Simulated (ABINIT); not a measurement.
The system is WC (Qusongite).

```
W C
1.0
     2.90650    0.00000    0.00000
    -1.45325    2.51710    0.00000
     0.00000    0.00000    2.83660
W C
1 1
Cartesian
  0.0000 0.0000 0.0000
  1.4533 0.8390 1.4183
```

| Quantity | Value |
| --- | --- |
| Program | ABINIT 10.8.3 (patched build) |
| Task | single point |
| Functional | PBE |
| Potentials or basis | JTH PAW PBE v2.0 |
| Cutoff | 517 eV |
| k mesh | 10 × 10 × 9 |
| Occupations | fermi-dirac, width 0.05 eV |
| Spin | no spin polarisation |

On this cell: pressure 6.3 GPa; largest force under 0.003 eV/Å; band gap on the k mesh none (metal or under the smearing width).

The same run follows on a disturbed copy (atoms moved at random, drawn with an rms of 0.05 Å):

```
W C
1.0
     2.90650    0.00000    0.00000
    -1.45325    2.51710    0.00000
     0.00000    0.00000    2.83660
W C
1 1
Cartesian
  0.0076 0.0168 0.0552
  1.5104 0.8177 1.4749
```

Question: What changes?

Answer: The energy (extrapolated to zero smearing) moves by +16.5 meV/atom; pressure 6.9 GPa; largest force 1.045 eV/Å; band gap on the k mesh none (metal or under the smearing width).

Forces on the atoms (eV/Å):
```
W    0.837 -0.626  0.012
C   -0.837  0.626 -0.012
```

Stress tensor (GPa, compression positive):
```
 8.52 -2.24  0.03
-2.24  5.16 -0.02
 0.03 -0.02  7.09
```
